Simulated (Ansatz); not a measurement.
GeO₂ (rutile)

```yaml
crystal:
  lattice:
    - [4.48750, 0.00000, 0.00000]
    - [0.00000, 4.48750, 0.00000]
    - [0.00000, 0.00000, 2.90497]
  atoms:
    - { symbol: Ge, position: [0.00000, 0.00000, 0.00000] }
    - { symbol: Ge, position: [0.50000, 0.50000, 0.50000] }
    - { symbol: O, position: [0.30714, 0.30714, 0.00000] }
    - { symbol: O, position: [0.80714, 0.19286, 0.50000] }
    - { symbol: O, position: [0.19286, 0.80714, 0.50000] }
    - { symbol: O, position: [0.69286, 0.69286, 0.00000] }
```

In this cell atom 4 (O, nearest neighbour Ge at 1.899 Å; its periodic images, 2.9 Å or more away, move with it) is moved by s towards the nearest neighbour, unit vector (0.456, -0.456, -0.765); all other atoms and the cell stay fixed.

Method: PBE (plane waves to 420 eV, PAW, scalar-relativistic; Ansatz, a quantum-chemistry and plane-wave program). k mesh 6×6×9 (Γ-centred), Fermi-Dirac smearing 0.05 eV. Energies are smeared free energies. GeO2 was relaxed with its symmetry unable to fall. ΔE is measured from the undisplaced structure.

```
s (Å)   ΔE (meV/cell)
------  -------------
-0.380           1029
-0.304            679
-0.228            397
-0.152            185
-0.076             49
0.000               0
0.076              56
0.152             246
0.228        withheld
0.304            1222
0.380            2169
```

Problem. Fit a polynomial form (powers 2, 3, 4) to the given rows and predict ΔE at s = 0.228.

Solution. Least squares on the 10 given rows: ΔE = (9039)·s² + (10220)·s³ + (14030)·s⁴, in meV/cell with s in Å; root-mean-square residual 9.3 meV/cell. At 0.228 the fit gives 629 meV/cell; the calculation gives 613 meV/cell, so the interpolation is off by 16 (+2.6 %). The quadratic term alone would give 470 meV/cell.

(A displaced cell: forces are minus the slopes of the energy, force constants its curvatures, and phonons follow from these.)
